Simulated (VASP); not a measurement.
# NaCl (Fm-3m) in VASP: a series of runs

One crystal, NaCl, is run at these levels: PBE; tasks: relaxation of cell and atoms, vibrations by finite differences.

All numbers are computed with VASP 6.6.1; they aren't measurements. Logs are shortened: lines on timing, memory, paths and dates and some standing lists are left out, and cuts for length are marked.

**1. Starting point**

It takes space group Fm-3m (No. 225, cubic). Conventional cell: a = 5.620 Å, b = 5.620 Å, c = 5.620 Å, α = 90.00°, β = 90.00°, γ = 90.00°. Na (site symmetry m-3m) is surrounded by 6 Cl at 2.81 Å. Cl (site symmetry m-3m) is surrounded by 6 Na at 2.81 Å.

**2. Relaxation of cell and atoms, PBE**

Input file INCAR:

```
SYSTEM = NaCl
ALGO     = Fast           ! electronic algorithm
EDIFF    = 1E-7           ! SCF threshold, eV
EDIFFG   = -0.002         ! ionic threshold
ENCUT    = 520            ! plane-wave cutoff, eV
GGA      = PE             ! functional
IBRION   = 2              ! ionic algorithm
ISIF     = 3              ! what is computed and relaxed
ISMEAR   = 0              ! smearing method
LASPH    = .TRUE.         ! aspherical terms in the spheres
LCHARG   = .FALSE.        ! write CHGCAR
LREAL    = .FALSE.        ! projectors in reciprocal space
LWAVE    = .FALSE.        ! write WAVECAR
NELM     = 100            ! most SCF steps
NSW      = 80             ! ionic steps
PREC     = Accurate       ! precision mode
SIGMA    = 1.0            ! smearing width, eV
```

Input file KPOINTS:

```
k-points
0
G
  10 10 10
  0 0 0
```

Input file POSCAR:

```
NaCl
1.0
    0.0000000000      2.8100000000      2.8100000000
    2.8100000000      0.0000000000      2.8100000000
    2.8100000000      2.8100000000      0.0000000000
Na Cl
1 1
Direct
    0.0000000000      0.0000000000      0.0000000000
    0.5000000000      0.5000000000      0.5000000000
```

Potentials or basis: VASP PAW PBE potentials, release 64 (Na_pv, Cl).

On the command line:

```
cat potpaw_PBE.64/Na_pv/POTCAR potpaw_PBE.64/Cl/POTCAR > POTCAR
mpirun -np 1 vasp_std > vasp.out
```

OUTCAR:

```text
SYSTEM = NaCl
   EDIFF = 1E-7
   EDIFFG = -0.002
   ENCUT = 520
   GGA = PE
   IBRION = 2
   ISIF = 3
   ISMEAR = 0
   LASPH = .TRUE.
   LREAL = .FALSE.
   NELM = 100
   NSW = 80
   PREC = Accurate

 ion  position               nearest neighbor table
   1  0.000  0.000  0.000-
   2  0.500  0.500  0.500-

  LATTYP: Found a face centered cubic cell.
 ALAT       =     5.6200000000

  Lattice vectors:

 A1 = (   0.0000000000,   2.8100000000,   2.8100000000)
 A2 = (   2.8100000000,   0.0000000000,   2.8100000000)
 A3 = (   2.8100000000,   2.8100000000,   0.0000000000)

Analysis of symmetry for initial positions (statically):
=====================================================================
 Subroutine PRICEL returns:
 Original cell was already a primitive cell.

 Routine SETGRP: Setting up the symmetry group for a
 face centered cubic supercell.

 Subroutine GETGRP returns: Found 48 space group operations
 (whereof 48 operations were pure point group operations)
 out of a pool of 48 trial point group operations.

The static configuration has the point symmetry O_h .

Analysis of symmetry for dynamics (positions and initial velocities):
=====================================================================
 Subroutine PRICEL returns:
 Original cell was already a primitive cell.

 Routine SETGRP: Setting up the symmetry group for a
 face centered cubic supercell.

 Subroutine GETGRP returns: Found 48 space group operations
 (whereof 48 operations were pure point group operations)
 out of a pool of 48 trial point group operations.

The dynamic configuration has the point symmetry O_h .

 Subroutine INISYM returns: Found 48 space group operations
 (whereof 48 operations are pure point group operations),
 and found     1 'primitive' translations

----------------------------------------------------------------------------------------

                                     Primitive cell

  volume of cell :      44.3761

  direct lattice vectors                    reciprocal lattice vectors
     0.000000000  2.810000000  2.810000000    -0.177935943  0.177935943  0.177935943
     2.810000000  0.000000000  2.810000000     0.177935943 -0.177935943  0.177935943
     2.810000000  2.810000000  0.000000000     0.177935943  0.177935943 -0.177935943

  length of vectors
     3.973940110  3.973940110  3.973940110     0.308194094  0.308194094  0.308194094

  position of ions in fractional coordinates (direct lattice)
     0.000000000  0.000000000  0.000000000
     0.500000000  0.500000000  0.500000000

  ion indices of the primitive-cell ions
   primitive index   ion index
                 1           1
                 2           2

----------------------------------------------------------------------------------------

 KPOINTS: k-points

Automatic generation of k-mesh.
 Grid dimensions read from file:
 generate k-points for:   10   10   10

 Generating k-lattice:

  Cartesian coordinates                     Fractional coordinates (reciprocal lattice)
    -0.017793594  0.017793594  0.017793594     0.100000000  0.000000000  0.000000000
     0.017793594 -0.017793594  0.017793594     0.000000000  0.100000000  0.000000000
     0.017793594  0.017793594 -0.017793594     0.000000000  0.000000000  0.100000000

  Length of vectors
     0.030819409  0.030819409  0.030819409

  Shift w.r.t. Gamma in fractional coordinates (k-lattice)
     0.000000000  0.000000000  0.000000000

 Subroutine IBZKPT returns following result:
 ===========================================

 Found     47 irreducible k-points:

 Following reciprocal coordinates:
            Coordinates               Weight
  0.000000  0.000000  0.000000      1.000000
  0.100000  0.000000  0.000000      8.000000
  0.200000  0.000000  0.000000      8.000000
  0.300000  0.000000  0.000000      8.000000
  0.400000  0.000000  0.000000      8.000000
  0.500000  0.000000  0.000000      4.000000
[... 16 lines left out ...]
  0.300000  0.300000  0.000000      6.000000
  0.400000  0.300000  0.000000     24.000000
 [... further k-points ...]
   k-points           NKPTS =     47   k-points in BZ     NKDIM =     47   number of bands    NBANDS=     11
   number of dos      NEDOS =    301   number of ions     NIONS =      2
   total plane-waves  NPLWV =  27000
   dimension x,y,z NGX =    30 NGY =   30 NGZ =   30
   dimension x,y,z NGXF=    60 NGYF=   60 NGZF=   60
   ions per type =               1   1
   NGX,Y,Z   is equivalent  to a cutoff of  12.55, 12.55, 12.55 a.u.
   NGXF,Y,Z  is equivalent  to a cutoff of  25.10, 25.10, 25.10 a.u.
 SYSTEM =  NaCl
   PREC   = accura    normal or accurate (medium, high low for compatibility)
   ISTART =      0    job   : 0-new  1-cont  2-samecut
   ICHARG =      2    charge: 1-file 2-atom 10-const
   ISPIN  =      1    spin polarized calculation?
   LNONCOLLINEAR =      F non collinear calculations
   LSORBIT =      F    spin-orbit coupling
   LASPH  =      T    aspherical Exc in radial PAW
   ENCUT  =  520.0 eV  38.22 Ry    6.18 a.u.   7.39  7.39  7.39*2*pi/ulx,y,z
   NELM   =    100;   NELMIN=  2; NELMDL= -5     # of ELM steps
   EDIFF  = 0.1E-06   stopping-criterion for ELM
   LREAL  =      F    real-space projection
   EDIFFG = -.2E-02   stopping-criterion for IOM
   NSW    =     80    number of steps for IOM
   IBRION =      2    ionic relax: 0-MD 1-quasi-New 2-CG
   NFREE  =      1    steps in history (QN), initial steepest desc. (CG)
   ISIF   =      3    stress and relaxation
   ISYM   =      2    0-nonsym 1-usesym 2-fastsym
   POTIM  = 0.5000    time-step for ionic-motion
   TEBEG  =    0.0;   TEEND  =   0.0 temperature during run
   PSTRESS=    0.0 pullay stress
   NELECT =      14.0000    total number of electrons
   NUPDOWN=      -1.0000    fix difference up-down
   EMIN   =  10.00;   EMAX   =-10.00  energy-range for DOS
   EFERMI =   0.00;   METHOD = LEGACY
   ISMEAR =     0;   SIGMA  =   1.00  broadening in eV -4-tet -1-fermi 0-gaus
   EFERMI_NEDOS =   21; number of points for ismear=-14 and -15
   IALGO  =     68    algorithm
   IMIX   =      4    mixing-type and parameters
     AMIX     =   0.40;   BMIX     =  1.00
     AMIX_MAG =   1.60;   BMIX_MAG =  1.00
  volume/ion in A,a.u.               =      22.19       149.73
  Fermi-wavevector in a.u.,A,eV,Ry     =   1.114469  2.106040 16.898985  1.242040
  Thomas-Fermi vector in A             =   2.251064
   LORBIT       =      0    0 simple, 1 ext, 2 COOP (PROOUT), +10 PAW based schemes
   GGA     = PE    functional components
   LHFCALC =     F    Hartree Fock is set to
   AEXX    =    0.0000 exact exchange contribution
   IVDW    =     0    specifies the selected vdW correction
   LEPSILON=     F    determine dielectric tensor
   LRPA    =     F    only Hartree local field effects (RPA)
 conjugate gradient relaxation of ions
 non-spin polarized calculation
 RMM-DIIS sequential band-by-band and
 Gauss-broadening in eV      SIGMA  =   1.00
  energy-cutoff  :      520.00
  volume of cell :       44.38
 maximum number of plane-waves:      1243
 NGX is ok and might be reduce to    30
   NGX = 15   NGY = 15   NGZ = 15

--------------------------------------- Ionic step        1  -------------------------------------------

 number of electron      14.0000000 magnetization

 Free energy of the ion-electron system (eV)
  ---------------------------------------------------
  ext. energy  EPLUGINS =         0.00000000
  ---------------------------------------------------
  free energy    TOTEN  =        -6.77196999 eV

  energy without entropy =       -6.77193247  energy(sigma->0) =       -6.77195123

------------------------ aborting loop because EDIFF is reached ----------------------------------------

  FORCE on cell =-STRESS in cart. coord.  units (eV):
  Direction    XX          YY          ZZ          XY          YZ          ZX
  --------------------------------------------------------------------------------------
  -------------------------------------------------------------------------------------
  Total        0.2783555      0.2783555      0.2783555      0.0000000     -0.0000000     -0.0000000
  in kB       10.0498920     10.0498920     10.0498920      0.0000000     -0.0000000     -0.0000000
  external PRESSURE =      10.0498920 kB  Pullay stress =       0.0000000 kB

 VOLUME and BASIS-vectors are now :
 -----------------------------------------------------------------------------
  energy-cutoff  :      520.00
  volume of cell :       44.38
      direct lattice vectors                 reciprocal lattice vectors
     0.000000000  2.810000000  2.810000000    -0.177935943  0.177935943  0.177935943
     2.810000000  0.000000000  2.810000000     0.177935943 -0.177935943  0.177935943
     2.810000000  2.810000000  0.000000000     0.177935943  0.177935943 -0.177935943
[... 145 lines left out ...]
 POSITION                                       TOTAL-FORCE (eV/Angst)
 -----------------------------------------------------------------------------------
      0.00000      0.00000      0.00000         0.000000      0.000000      0.000000
      2.84533      2.84533      2.84533        -0.000000     -0.000000     -0.000000
 -----------------------------------------------------------------------------------
    total drift:                               -0.000000      0.000000      0.000000

  FREE ENERGIE OF THE ION-ELECTRON SYSTEM (eV)
  ---------------------------------------------------
  free  energy   TOTEN  =        -6.7772497769 eV

  energy  without entropy=       -6.7771894680  energy(sigma->0) =       -6.77721962

--------------------------------------- Ionic step        6  -------------------------------------------

 number of electron      13.9999992 magnetization

 Free energy of the ion-electron system (eV)
  ---------------------------------------------------
  ext. energy  EPLUGINS =         0.00000000
  ---------------------------------------------------
  free energy    TOTEN  =        -6.77725199 eV

  energy without entropy =       -6.77719111  energy(sigma->0) =       -6.77722155

 E-fermi :   2.0071     XC(G=0):  -8.0489

 val. band max:       -0.8877385840   @ k =   0.0000   0.0000   0.0000
 cond. band min:       4.1151413913   @ k =   0.0000   0.0000   0.0000
 fundamental gap:      5.0028799753
 Fermi energy:         2.0070836449

 k-point     1 :       0.0000    0.0000    0.0000
  band No.  band energies     occupation
      1     -21.7609      2.00000
      2     -21.7609      2.00000
      3     -21.7609      2.00000
      4     -13.4861      2.00000
      5      -0.8877      1.99996
      6      -0.8877      1.99996
      7      -0.8877      1.99996
      8       4.1151      0.00287
      9      10.2027      0.00000
     10      10.2027      0.00000
     11      10.2027      0.00000

 k-point     2 :       0.1000    0.0000    0.0000
  band No.  band energies     occupation
      1     -21.7633      2.00000
      2     -21.7611      2.00000
      3     -21.7610      2.00000
      4     -13.4579      2.00000
      5      -1.1235      1.99999
      6      -0.9127      1.99996
      7      -0.9127      1.99996
      8       4.4373      0.00059
      9       9.8158      0.00000
     10      10.3300      0.00000
     11      10.3300      0.00000
[... 295 lines left out ...]
 k-point    24 :       0.4000    0.3000    0.0000
  band No.  band energies     occupation
      1     -21.7767      2.00000
      2     -21.7669      2.00000
      3     -21.7663      2.00000
      4     -13.1908      2.00000
      5      -2.2849      2.00000
      6      -1.4108      2.00000
      7      -1.3379      2.00000
      8       6.7997      0.00000
      9       7.7248      0.00000
     10       9.4123      0.00000
     11      12.0415      0.00000

 [... further k-points ...]

------------------------ aborting loop because EDIFF is reached ----------------------------------------

  FORCE on cell =-STRESS in cart. coord.  units (eV):
  Direction    XX          YY          ZZ          XY          YZ          ZX
  --------------------------------------------------------------------------------------
  -------------------------------------------------------------------------------------
  Total       -0.0015092     -0.0015092     -0.0015092      0.0000000      0.0000000      0.0000000
  in kB       -0.0524451     -0.0524451     -0.0524451      0.0000000      0.0000000      0.0000000
  external PRESSURE =      -0.0524451 kB  Pullay stress =       0.0000000 kB

 VOLUME and BASIS-vectors are now :
 -----------------------------------------------------------------------------
  energy-cutoff  :      520.00
  volume of cell :       46.11
      direct lattice vectors                 reciprocal lattice vectors
     0.000000000  2.846035156  2.846035156    -0.175683002  0.175683002  0.175683002
     2.846035156 -0.000000000  2.846035156     0.175683002 -0.175683002  0.175683002
     2.846035156  2.846035156 -0.000000000     0.175683002  0.175683002 -0.175683002

 POSITION                                       TOTAL-FORCE (eV/Angst)
 -----------------------------------------------------------------------------------
      0.00000      0.00000      0.00000        -0.000000     -0.000000     -0.000000
      2.84604      2.84604      2.84604         0.000000      0.000000      0.000000
 -----------------------------------------------------------------------------------
    total drift:                               -0.000000      0.000000      0.000000

  FREE ENERGIE OF THE ION-ELECTRON SYSTEM (eV)
  ---------------------------------------------------
  free  energy   TOTEN  =        -6.7772519863 eV

  energy  without entropy=       -6.7771911150  energy(sigma->0) =       -6.77722155

 reached required accuracy - stopping structural energy minimisation
```

Run time: 87 s. Hardware: 1 thread of Intel Xeon Platinum 8375C at 2.90GHz (Ice Lake), shared host; peak memory 0.17 GiB.

What came out:

```
Free energy                            : -6.7773 eV
Relaxed volume                         : 23.05 Å³/atom
Relaxed cell                           : a = 4.025 Å, b = 4.025 Å, c = 4.025 Å, α = 60.00°, β = 60.00°, γ = 60.00°
Space group after relaxing (to 0.05 Å) : Fm-3m (No. 225)
Energy gained by relaxing              : 2.6 meV/atom
Ionic steps                            : 6
Pressure after relaxing                : 0.0 GPa
Band gap on the k mesh                 : 5.00 eV, direct
```

Step by step:
```tsv
step	energy change (eV)	largest force (eV/Å)	pressure (GPa)	volume (Å³)
1	0.0000	0.0000	1.00	44.38
2	-0.0041	0.0000	0.49	45.28
3	-0.0042	0.0000	-0.39	46.93
4	-0.0053	0.0000	-0.05	46.17
5	-0.0053	0.0000	0.02	46.07
6	-0.0053	0.0000	-0.01	46.11
```

Final structure:
```
Na Cl
1.0
     0.00000    2.84604    2.84604
     2.84604    0.00000    2.84604
     2.84604    2.84604    0.00000
Na Cl
1 1
Cartesian
  0.0000 0.0000 0.0000
  2.8460 2.8460 2.8460
```

**3. Relaxation of cell and atoms, PBE**

This run uses another cell than the first one, of 23.05 Å³/atom, 1.039 times its volume.

INCAR is that of step 2.

KPOINTS is that of step 2.

Input file POSCAR:

```
NaCl                                    
1.0
    0.0000000000      2.8460351556      2.8460351556
    2.8460351556     -0.0000000000      2.8460351556
    2.8460351556      2.8460351556     -0.0000000000
  Na              Cl            
     1     1
Direct
     0.0000000000000000    0.0000000000000000    0.0000000000000000
     0.5000000000000000    0.5000000000000000    0.5000000000000000
```

Potentials or basis: VASP PAW PBE potentials, release 64 (Na_pv, Cl).

On the command line:

```
cat potpaw_PBE.64/Na_pv/POTCAR potpaw_PBE.64/Cl/POTCAR > POTCAR
mpirun -np 1 vasp_std > vasp.out
```

Wall time 26 s (1 thread of Intel Xeon Platinum 8375C at 2.90GHz (Ice Lake), shared host); peak memory 0.17 GiB.

The run converged. Its results:

```yaml
Free_energy: -6.7779 eV
Pressure_after_relaxing: 0.0 GPa
Band_gap_on_the_k_mesh: 5.00 eV, direct
```

Final structure:
```
Na Cl
1.0
     0.00000    2.84604    2.84604
     2.84604    0.00000    2.84604
     2.84604    2.84604    0.00000
Na Cl
1 1
Cartesian
  0.0000 0.0000 0.0000
  2.8460 2.8460 2.8460
```

Levels at points of the mesh, in eV from the valence-band top:
```tsv
k point	band 3	band 4	band 5	band 6	band 7	band 8	band 9	band 10	band 11
(0.00, 0.00, 0.00)	-20.87	-12.60	0.00	0.00	0.00	5.00	11.09	11.09	11.09
(0.50, 0.00, 0.00)	-20.88	-12.29	-1.84	-0.25	-0.25	7.22	10.40	10.90	10.90
(0.50, 0.50, 0.00)	-20.88	-12.24	-1.59	-0.57	-0.57	7.45	8.10	11.13	14.53
```

Caveat: the relaxation stopped at its first step, so nothing moved.

[end of part 1 of 2]
